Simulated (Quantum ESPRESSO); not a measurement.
CsI under changes of volume

One of the cells (47.619 Å³/atom); the others are scaled copies at fixed shape and fractional positions:

```
CELL_PARAMETERS angstrom
4.56670 0.00000 0.00000
0.00000 4.56670 0.00000
0.00000 0.00000 4.56670
ATOMIC_POSITIONS crystal
Cs 0.00000 0.00000 0.00000
I 0.50000 0.50000 0.50000
```

| Quantity | Value |
| --- | --- |
| Program | Quantum ESPRESSO 7.5 |
| Functional | PBE |
| Potentials or basis | SSSP 1.3 efficiency PBE |
| Cutoff | 748 eV |
| Density cutoff | 5987 eV |
| k mesh | 6 × 6 × 6 |
| Occupations | fermi-dirac, width 0.05 eV |
| Spin | no spin polarisation |

```tsv
volume (Å³/atom)	energy over the lowest point (meV/atom)	pressure (GPa)	gap on the mesh (eV)
44.762	?	?	?
45.714	18.45	1.3	4.03
46.666	11.55	1.0	3.96
47.619	6.44	0.7	3.89
48.571	2.92	0.5	3.82
49.523	0.82	0.2	3.76
50.476	0.00	0.0	3.70
```

Problem. What does the run at 44.762 Å³/atom give?

Solution. Energy over the lowest point 27.35 meV/atom; pressure 1.7 GPa; gap on the mesh 4.07 eV.

Worked out: A Birch-Murnaghan fit of order 3 (a polynomial in V^(-2/3)) to the other rows has its minimum at 50.67 Å³/atom, just outside them, with B0 = V·E''(V) = 9.9 GPa and B' = 5.0. It gives 27.34 meV/atom at 44.762 Å³/atom, against the run's 27.35, and -dE/dV = 1.7 GPa, against 1.7. A straight line through the other rows of the gap, of slope -3.35 eV per unit of ln V, extrapolates to 4.10 eV, against the run's 4.07.

Energies are extrapolated to zero smearing.

Caveats: spin-orbit coupling is left out, which moves the levels of the heavy elements.

A mesh can miss the band edges.
